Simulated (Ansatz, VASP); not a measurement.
## Two plane-wave programs on Ge

```
Ge
1.0
     2.71630    0.00000    0.00000
     0.00000    2.71630    0.00000
     0.00000    0.00000    2.71630
Ge
1
Direct
  0.50000 0.50000 0.50000
```

Alike in both runs: task relaxation of cell and atoms; functional PBE; k mesh 20 × 20 × 20; occupations gaussian, width 0.1 eV; no spin polarisation.

```csv
,VASP,Ansatz
version,VASP 6.6.1,Ansatz 0.2.0
potentials or method,"VASP PAW PBE potentials, release 64 (Ge_d)","scalar-relativistic, plane waves, PAW"
plane-wave cutoff (eV),600,420
valence electrons in the cell,14,14
```

```tsv
	VASP	Ansatz	Ansatz less VASP
gap on the k mesh at the Fermi level, each at its own relaxed structure (eV)	none	none	-
relaxed volume (Å³/atom)	19.93	19.91	-0.017
relaxed cell length with the largest relative difference (Å)	2.711	2.710	-0.0008
```

A gap of «none» marks a metal or a gap that the smearing closes.
